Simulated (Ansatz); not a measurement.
# Mo under pressure: fit and missing row

Mo, Im-3m, a = 3.161 Å. Ansatz: PBE, PAW, 420 eV, Γ-centred 18×18×18 mesh on 1 atom, Gaussian smearing 0.10 eV; no spin polarisation. Cell and atoms are relaxed at each pressure, and no other structure is tried, so the rows at high pressure may lie past a change of phase.

```tsv
V (Å³/atom)	P (GPa)
?	39.99
14.767	20.00
15.231	10.00
15.492	5.06
15.665	2.00
15.786	-0.04
15.908	-2.00
```

Task: Take V0 = 15.786 Å³/atom, count pressures from its P0 = -0.04 GPa, fit the third-order Birch–Murnaghan form to the other rows, and predict the missing volume.

Result: With the Eulerian strain f = ½[(V0/V)^(2/3) − 1] and y = (P − P0)/[3f(1 + 2f)^(5/2)], the form is the line y = B0 + 1.5 B0 (B0′ − 4) f. Rows (f, y): 0.02274, 262.8; 0.01207, 261.2; 0.00631, 261.1; 0.00257, 261.2; -0.00256, 258.5. Means f = 0.008226, y = 260.96; Σ(Δf)² = 0.0003774, ΣΔfΔy = 0.05254; the slope is their ratio. y = 259.8 + 139.2 f GPa, so B0 = 259.8 GPa and B0′ = 4 + 2 × (139.2)/(3 × 259.8) = 4.36. P = 39.99 GPa is met at f = 0.04122 (y = 265.54), so V = V0 (1 + 2f)^(−3/2) = 14.017 Å³/atom. The run gave 14.013 Å³/atom, so the fit is 0.004 Å³/atom too high, a small miss on the scale of the series. The form still works here, 91 % of the fitted range beyond its end.

Molybdenum is very stiff here, as expected for a metal with a roughly half-filled d band: bonding states are largely occupied and antibonding ones largely empty, so strong d-d cohesion holds the atoms at a small volume where repulsion rises steeply. The fitted B0 of 259.8 GPa is close to the known stiffness of the metal. With B0′ only slightly above 4, the energy is nearly quadratic in Eulerian strain, which is why a short series extrapolates well.

B0′ is less firmly fixed than B0. The three middle compressed rows give almost the same y, so the slope rests mainly on the two end rows, and in the expanded one a small error in volume or pressure is magnified by division by a small strain. The predicted volume being slightly too large means that the fit is marginally too stiff at high compression, which suggests a slightly overestimated slope. Because bcc molybdenum is known to persist well beyond this pressure range, the curve probably describes the phase actually present.
